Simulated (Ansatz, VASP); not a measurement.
# Te2Pt (Moncheite): VASP beside Ansatz

Contents of POSCAR:

```
Te2Pt
1.0
    4.0381735148      0.0000000000      0.0000000000
   -2.0190867574      3.4971608487      0.0000000000
    0.0000000000      0.0000000000      5.3109405973
Te Pt
2 1
Direct
    0.3333333333      0.6666666667      0.2568471022
    0.6666666667      0.3333333333      0.7431528978
    0.0000000000      0.0000000000      0.0000000000
```

File INCAR.step1:

```
SYSTEM = Te2Pt
  PREC = Accurate
  ENCUT = 520
  EDIFF = 1E-5
  ISMEAR = -1
  SIGMA = 0.02
  LREAL = .False.
  LASPH = .True.
  NELM = 100
  ALGO = Normal
  ISIF = 2
  LWAVE = .True.
  NBANDS = 18
  GGA = PE
```

File INCAR.step2:

```
SYSTEM = Te2Pt
  PREC = Accurate
  ENCUT = 520
  EDIFF = 1E-6
  ISMEAR = -1
  SIGMA = 0.02
  LREAL = .False.
  LASPH = .True.
  NELM = 100
  ALGO = Normal
  ISIF = 2
  LWAVE = .False.
  LCHARG = .True.
  GGA = PE
  LHFCALC = .True.
  HFSCREEN = 0.2079
  PRECFOCK = Normal
  LELF = .True.
  LVHAR = .True.
  NBANDS = 18
  ISTART = 1
```

Contents of KPOINTS:

```
Automatic mesh
0
Gamma
  6 6 2
  0 0 0
```

Input for Ansatz:

```yaml
crystal:
  lattice:
    - [4.0381735148, 0.0, 0.0]
    - [-2.0190867574, 3.4971608487, 0.0]
    - [0.0, 0.0, 5.3109405973]
  atoms:
    - { symbol: Te, position: [0.3333333333, 0.6666666667, 0.2568471022] }
    - { symbol: Te, position: [0.6666666667, 0.3333333333, 0.7431528978] }
    - { symbol: Pt, position: [0.0, 0.0, 0.0] }
kpoints:
  mp_grid: { grid: [6, 6, 2] }
hamiltonian:
  xc: hse06
scf:
  occupations: { method: fermi_dirac, width: 0.02 }
  n_extra_bands: 4
output:
  forces: true
  stress: true
  eigenvalues: true
  write_density: true
  write_potential: true
  elf: true
  volumetric_format: npy
```

Alike in both runs: task single point; functional HSE06; k mesh 6 × 6 × 2; occupations fermi-dirac, width 0.02 eV; no spin polarisation.

|  | VASP | Ansatz |
| --- | --- | --- |
| version | VASP 6.6.1 | Ansatz 0.2.0 |
| potentials or method | VASP PAW PBE potentials, release 64 (Te, Pt) | plane waves, PAW |
| plane-wave cutoff (eV) | 520 | 420 |
| valence electrons in the cell | 22 | 50 |

Ansatz gave:

* pressure (GPa): -0.3
* rms of the force components (eV/Å): 0.147

Problem. Which values does VASP return?

Solution. Pressure (GPa): -0.9; rms of the force components (eV/Å): 0.150.

Atom by atom the forces differ by 0.003 eV/Å (rms over components). With one functional, cell and mesh, what is left measures potentials, basis and numerics. The two sets of potentials don't hold the same shells in valence. Ansatz warned: «filled_band_counts_differ_across_k_points».

Caveats: the k mesh is coarse (spacing up to 0.59 Å⁻¹), so the values aren't converged, least of all with exact exchange; the PAW data sets were made with another functional, which shifts forces and pressure a little (VASP). Spin-orbit coupling is left out, which matters for the levels of Pt, Te.
